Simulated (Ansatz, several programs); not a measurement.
KBr, NiAs type, relaxed with PBE in Ansatz (plane waves, PAW): space group P6_3/mmc (No. 194), hexagonal; a = 4.642 Å, c = 8.108 Å in the conventional setting, 37.83 Å³ an atom. K is surrounded by 6 Br at 3.36 Å; Br is surrounded by 6 K at 3.36 Å. The cell was then scaled with its shape and fractional coordinates held, which makes it stiffer than a relaxed compression. Computed, not measured; no magnetism was allowed, and whether the structure is a known phase isn't checked.

```csv
V (Å³/atom),E (meV/atom)
35.561,6.21
37.831,0.00
38.966,1.42
40.101,5.23
```

Q: Pass a cubic E = c₀ + c₁u + c₂u² + c₃u³, with u = V − 38.115 Å³, through these points.

A: c₀ = 0.11, c₁ = +0.678, c₂ = 1.064, c₃ = -0.0536 (meV and Å³).

Q: Where is the minimum, and what bulk modulus follows?

A: dE/du = 0 at u = -0.311, so V₀ = 37.80 Å³. B = V₀ d²E/dV² = 37.80 × (2c₂ + 6c₃u) = 37.80 × 2.229 = 84 meV/Å³, and 1 meV/Å³ is 0.16022 GPa: 13 GPa. A third-order Birch-Murnaghan fit to all five points gives 37.80 Å³ and 13 GPa.

Q: Predict the energy and the pressure at the withheld volume, 36.696 Å³.

A: With u = -1.419: E ≈ 1.44 meV and P = −dE/dV ≈ +0.43 GPa. The run gives 1.41 meV and, from its stress, +0.42 GPa.
